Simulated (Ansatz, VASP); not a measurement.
## One calculation of Re, two programs

Contents of INCAR:

```
PREC = Accurate
ENCUT = 520
EDIFF = 1E-8
ISMEAR = -1
SIGMA = 0.05
LREAL = F
LASPH = T
NELM = 80
ALGO = Normal
ISIF = 2
LWAVE = F
LCHARG = F
GGA = PE
LEFG = T
NBANDS = 14
```

Contents of KPOINTS:

```
regular mesh
0
Gamma
  18 18 10
```

POSCAR

```
Re
1.0
    2.5854314113      0.0000000000      0.0000000000
   -1.2927157057      2.2390492819      0.0000000000
    0.0000000000      0.0000000000      4.1340662724
Re
2
Direct
    0.3333333333      0.6666666667      0.2500000000
    0.6666666667      0.3333333333      0.7500000000
```

Input for Ansatz:

```yaml
crystal:
  lattice:
    - [2.5854314113, 0.0, 0.0]
    - [-1.2927157057, 2.2390492819, 0.0]
    - [0.0, 0.0, 4.1340662724]
  atoms:
    - { symbol: Re, position: [0.3333333333, 0.6666666667, 0.25] }
    - { symbol: Re, position: [0.6666666667, 0.3333333333, 0.75] }
kpoints:
  mp_grid: { grid: [18, 18, 10] }
scf:
  occupations: { method: fermi_dirac, width: 0.05 }
hamiltonian:
  xc: pbe
  pseudopotentials: { kind: paw }
output:
  forces: true
  stress: true
  eigenvalues: true
  efg: { contact_densities: true }
```

Change from the starting cell: volume scaled by 0.98, PAW files.

Alike in both runs: task electric field gradients; functional PBE; k mesh 18 × 18 × 10; occupations fermi-dirac, width 0.05 eV; no spin polarisation.

```csv
,VASP,Ansatz
version,VASP 6.6.1,Ansatz 0.2.0
potentials or method,"VASP PAW PBE potentials, release 64 (Re)","PAW with Ansatz's default frozen-core files, scalar-relativistic"
plane-wave cutoff (eV),520,420
valence electrons in the cell,14,30
```

|  | VASP | Ansatz | Ansatz less VASP |
| --- | --- | --- | --- |
| pressure (GPa) | 134.3 | 131.4 | -2.92 |
| largest component of the traceless stress (GPa) | 5.99 | 6.07 | +0.085 |
| Vzz of the field gradient on the site that differs most (V/Å²) | -109.8 | -88.3 | +21.51 |

The functional is the same, so the differences come from potentials, cutoffs and numerics. The two sets of potentials don't hold the same shells in valence. Ansatz warned: «gradients_without_spin_orbit».

Caveats: the cell as given lies far from equilibrium; so large a pressure means that the cell lies far from this level's equilibrium, or that cutoff or potentials fall short (VASP). Spin-orbit coupling is left out, which matters for the levels of Re.
